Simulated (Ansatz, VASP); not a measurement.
## One calculation of AgCl, two programs

```xyz
4
Lattice="4.3896 0.0000 0.0000 -2.1948 3.8015 0.0000 0.0000 0.0000 5.5577" Properties=species:S:1:pos:R:3 pbc="T T T"
Ag    0.0000    2.5343   -0.3458
Ag    2.1948    1.2672    2.4330
Cl    0.0000    2.5343    2.4299
Cl    2.1948    1.2672    5.2088
```

Change from the starting cell: hydrostatic strain -2.9%.

Alike in both runs: task single point; functional PBE; k mesh 6 × 6 × 4; occupations fermi-dirac, width 0.02 eV; no spin polarisation.

|  | VASP | Ansatz |
| --- | --- | --- |
| version | VASP 6.6.1 | Ansatz 0.2.0 |
| potentials or method | VASP PAW PBE potentials, release 64 (Ag, Cl) | plane waves, PAW |
| plane-wave cutoff (eV) | 520 | 420 |
| valence electrons in the cell | 36 | 52 |

```csv
,VASP,Ansatz,Ansatz less VASP
gap on the k mesh at the Fermi level (eV),1.32,1.32,+0.001
pressure (GPa),5.4,5.6,+0.13
```

The two sets of potentials don't hold the same shells in valence.

A k mesh can miss the band edges.
